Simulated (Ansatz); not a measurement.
FeO:

```
Fe O
1.0
     2.61247    0.00000    0.00000
     0.00000    2.61247    0.00000
     0.00000    0.00000    2.61247
Fe O
1 1
Direct
  0.00000 0.00000 0.00000
  0.50000 0.50000 0.50000
```

The cell comes from a database or a generator and needn't be the stable form of this composition.

Base run:

* Program: Ansatz 0.2.0
* Functional: PBE
* Potentials or basis: Ansatz PAW
* Cutoff: 420 eV (not typed: the program's choice for these potentials)
* k mesh: 10 × 10 × 10
* Occupations: fermi-dirac, width 0.05 eV
* Spin: collinear spin, ferromagnetic start
* Starting moments: [3.0, 0.0] μB

Its results: band gap on the k mesh none (metal or under the smearing width); pressure 9.3 GPa.

Question: After a change of settings the same cell gave: band gap on the k mesh none (metal or under the smearing width); pressure -17.1 GPa. Which change was it?
A. spin from collinear spin, ferromagnetic start to no spin polarisation
B. moments at the start from [3.0, 0.0] to [4.5, 0.0]
C. spin from collinear spin, ferromagnetic start to collinear spin, random start; moments at the start from [3.0, 0.0] to [-2.68, 0.0]

Answer: A.

Caveats: semilocal functionals often make such compounds metallic where correlation or magnetic order opens a gap, which also shifts bond lengths; a cell with one magnetic atom can't hold antiferromagnetic order, which such compounds often take (some runs).
